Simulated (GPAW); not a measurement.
Runs of GPAW 26.7.0 on TiO2. Symmetry: P4_2/mnm, No. 136, tetragonal system. The conventional cell has a = 4.600 Å, b = 4.600 Å, c = 2.959 Å, α = 90.00°, β = 90.00°, γ = 90.00°. Around Ti (site symmetry mmm) lie 6 O at 1.95 to 1.98 Å. O (site symmetry m2m) has 3 Ti at 1.95 to 1.98 Å as nearest neighbours. The cell is a database's computed one.

```csv
task,level,potentials or basis,U,cell,k mesh,cutoff (eV),band path,band points,optimizer,fmax,max steps,grid spacing,gap on the mesh (eV),pressure (GPa),V0 of scaled cells (Å³/atom),relaxed volume (Å³/atom),B0 (GPa),largest force (eV/Å)
band structure,PBE,"GPAW PAW data sets (gpaw-data 1.2.1), fd",-,as given,4 × 4 × 6,-,"GXMGZRAZ,XR,MA",100,-,-,-,0.16 Å,1.87,-,-,-,-,0.06
band structure,r2SCAN,"GPAW PAW data sets (gpaw-data 1.2.1), pw",-,as given,4 × 4 × 6,800,"GXMGZRAZ,XR,MA",100,-,-,-,-,2.22,0.5,-,-,-,0.02
relaxation of cell and atoms,PBEsol,"PAW data sets generated in the run's folder for this functional, pw",-,relaxed,4 × 4 × 6,800,-,-,LBFGS,0.02 eV/Å,100,-,1.85,0.1,-,10.37,-,-
band structure,TASK,"GPAW PAW data sets (gpaw-data 1.2.1), pw",-,as given,4 × 4 × 6,800,"GXMGZRAZ,XR,MA",80,-,-,-,-,2.57,14.6,-,-,-,0.05
equation of state,PBE,"PAW data sets generated in the run's folder for this functional, pw",-,as given,4 × 4 × 6,800,-,-,-,-,-,-,-,-,(c),-,228,-
equation of state,optB88-vdW,"GPAW PAW data sets (gpaw-data 1.2.1), pw",-,as given,4 × 4 × 6,800,-,-,-,-,-,-,-,-,10.64,-,234,-
relaxation of cell and atoms,BP86,"PAW data sets generated in the run's folder for this functional, pw",-,relaxed,4 × 4 × 6,800,-,-,LBFGS,0.05 eV/Å,40,-,1.84,0.1,-,10.67,-,0.03
band structure,PBEsol+U,"PAW data sets generated in the run's folder for this functional, pw",Ti d U = 1 eV,as given,4 × 4 × 7,800,"GXMGZRAZ,XR,MA",100,-,-,-,-,(a),-0.3,-,-,-,0.02
band structure,PBE,"JTH PAW 2.0, PBE, pw",-,as given,4 × 4 × 6,800,"GXMGZRAZ,XR,MA",80,-,-,-,-,1.86,4.8,-,-,-,0.01
equation of state,PBE,"GPAW PAW data sets (gpaw-data 1.2.1), fd",-,as given,4 × 4 × 6,-,-,-,-,-,-,0.16 Å,-,-,10.74,-,226,-
relaxation of cell and atoms,PW91,"PAW data sets generated in the run's folder for this functional, pw",-,relaxed,4 × 4 × 6,800,-,-,BFGS,0.05 eV/Å,40,-,1.85,0.1,-,(b),-,0.03
band structure,PBEsol+U,"PAW data sets generated in the run's folder for this functional, pw",Ti d U = 3 eV,as given,4 × 4 × 7,800,"GXMGZRAZ,XR,MA",100,-,-,-,-,2.30,2.0,-,-,-,0.01
```

Alike in all rows: no spin polarisation; smearing fermi-dirac 0.05 eV.

**Question.** Estimate the missing entries.

**Answer.** (a) 1.98; (b) 10.65; (c) 10.69.

Caveats: the PAW data sets were made with another functional, which shifts forces and pressure a little (some runs); later steps reuse the first step's grids (some runs); the cell was scaled at fixed shape and fractional positions, which overstates the stiffness of a crystal with free parameters, most of all of layers and chains (some runs); the real-space grid adds noise to forces (some runs); the program truncates these outside data sets (some runs).

A k mesh can miss the band edges.

Not every run made on this cell is shown here.
